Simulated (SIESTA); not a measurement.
The system is Ag.

```xyz
1
Lattice="0.0000 2.0427 2.0427 2.0427 0.0000 2.0427 2.0427 2.0427 0.0000" Properties=species:S:1:pos:R:3 pbc="T T T"
Ag    0.0000    0.0000    0.0000
```

Base run:

- Program: SIESTA 5.4.2
- Functional: PBEGcGxHEG
- Potentials or basis: PseudoDojo 0.4 standard (PBE files)
- Basis: DZP (energy shift 0.002 Ry)
- Grid cutoff: 800 Ry
- Energy shift: 0.002 Ry
- k mesh: 11 × 11 × 11
- Occupations: fermi-dirac, width 0.05 eV
- Spin: no spin polarisation

Its results: band gap on the k mesh none (metal or under the smearing width); pressure -4.5 GPa.

**Question.** After a change of settings the same cell gave: band gap on the k mesh none (metal or under the smearing width); pressure 8.0 GPa. Which change was it?
A. functional from PBEGcGxHEG to LDA-PZ; potentials or basis from PseudoDojo 0.4 standard (PBE files) to PseudoDojo 0.4 standard (LDA files)
B. functional from PBEGcGxHEG to APBE
C. functional from PBEGcGxHEG to AM05; potentials or basis from PseudoDojo 0.4 standard (PBE files) to PseudoDojo 0.4 standard (PBEsol files)
D. functional from PBEGcGxHEG to BLYP

**Answer.** B.

Caveats: semicore shells carry a single zeta, which can move pressures by several GPa and volumes by a few percent; the potentials were made for another functional, which shifts forces and pressure; the basis of atomic orbitals isn't converged, which shifts pressures, moduli and gaps.

Not every run made on this cell is shown here.
